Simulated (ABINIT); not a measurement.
A calculation with ABINIT 10.8.3 (patched build) of SiO2 (ASE script, structure typed inline):

Contents of run.py:

```python
import json, os
import numpy as np
from ase.units import GPa
from ase.calculators.abinit import Abinit, AbinitProfile
from ase import Atoms

atoms = Atoms(['Si', 'Si', 'Si', 'Si', 'O', 'O', 'O', 'O', 'O', 'O', 'O', 'O'],
              cell=[[4.97558882, 0.0, 0.0], [0.0, 4.97558882, 0.0], [0.0, 0.0, 6.90088944]],
              scaled_positions=[[0.80324656, 0.80324656, 0.5], [0.69675344, 0.30324656, 0.25], [0.30324656, 0.69675344, 0.75], [0.19675344, 0.19675344, 0.0], [0.76175763, 0.11038707, 0.43204156], [0.88961293, 0.23824237, 0.06795844], [0.11038707, 0.76175763, 0.56795844], [0.26175763, 0.38961293, 0.81795844], [0.23824237, 0.88961293, 0.93204156], [0.73824237, 0.61038707, 0.31795844], [0.38961293, 0.26175763, 0.18204156], [0.61038707, 0.73824237, 0.68204156]],
              pbc=True)

profile = AbinitProfile(command='mpirun --bind-to none -np 4 abinit', pp_paths=[os.path.abspath('pseudos')])
params = dict(
    pps='pawxml', xc='PBE',
    ecut=625.8619,
    pawecutdg=1224.5124,
    pawxcdev=0,
    pawovlp=30,
    kptopt=1,
    ngkpt=[6, 6, 4],
    nshiftk=1,
    shiftk=[0.0, 0.0, 0.0],
    ixc=11,
    nband=40,
    occopt=3,
    tsmear=0.05,
    nstep=100,
    tolvrs=1e-09,
    prtwf=0,
    prtden=0,
)

atoms.calc = Abinit(profile=profile, directory='run', **params)
energy = atoms.get_potential_energy()
forces = atoms.get_forces()
stress = atoms.get_stress()
print(f'energy {energy:.6f} eV')
print('forces (eV/A)')
print(np.round(forces, 5))
print('stress (GPa, Voigt, tension positive)', np.round(stress / GPa, 4))
json.dump(dict(energy=energy, forces=forces.tolist(), stress=stress.tolist(), cell=atoms.cell.tolist(), frac=atoms.get_scaled_positions(wrap=False).tolist()), open('results.json', 'w'))
```

Potentials or basis: JTH PAW PBE v2.0.

Run with:

```console
$ python run.py
```

The cell comes from a database or a generator and needn't be the stable form of this composition.

Q: Write the same calculation in another form: native input, structure typed inline.

A: As run:

run.abi

```
# Pseudopotentials
pp_dirpath "./"
pseudos "Si.GGA_PBE-JTH.xml, O.GGA_PBE-JTH.xml"

# Structure
acell 3*1.0 Angstrom
rprim
     4.9755888200     0.0000000000     0.0000000000
     0.0000000000     4.9755888200     0.0000000000
     0.0000000000     0.0000000000     6.9008894400
ntypat 2
znucl 14 8
natom 12
typat 1 1 1 1 2 2 2 2 2 2 2 2
xred
     0.8032465600     0.8032465600     0.5000000000
     0.6967534400     0.3032465600     0.2500000000
     0.3032465600     0.6967534400     0.7500000000
     0.1967534400     0.1967534400     0.0000000000
     0.7617576300     0.1103870700     0.4320415600
     0.8896129300     0.2382423700     0.0679584400
     0.1103870700     0.7617576300     0.5679584400
     0.2617576300     0.3896129300     0.8179584400
     0.2382423700     0.8896129300     0.9320415600
     0.7382423700     0.6103870700     0.3179584400
     0.3896129300     0.2617576300     0.1820415600
     0.6103870700     0.7382423700     0.6820415600

# Plane-wave basis
ecut 23.0
pawecutdg 45.0
pawxcdev 0
pawovlp 30

# k points
kptopt 1
ngkpt 6 6 4
nshiftk 1
shiftk 0.0 0.0 0.0

# Exchange and correlation
ixc 11

# Bands and occupations
nband 40
occopt 3
tsmear 0.00183747

# SCF cycle
nstep 100
tolvrs 1.0e-9

# Output
iomode 3
prtwf 0
prtden 0
prteig 0
prtebands 0
enunit 1
```

Potentials or basis: JTH PAW PBE v2.0.

Run with:

```console
$ mpirun --bind-to none -np 4 abinit run.abi > log 2>&1
```

Both were run:

|  | ASE script, structure typed inline | native input, structure typed inline |
| --- | --- | --- |
| Pressure | 3.0 GPa | 3.0 GPa |
| Largest force | 0.145 eV/Å | 0.145 eV/Å |
| Band gap on the k mesh | 5.72 eV, direct | 5.72 eV, direct |

Keys that steer only the numerical path or the files written may differ.

Caveat: the atomic spheres overlap.
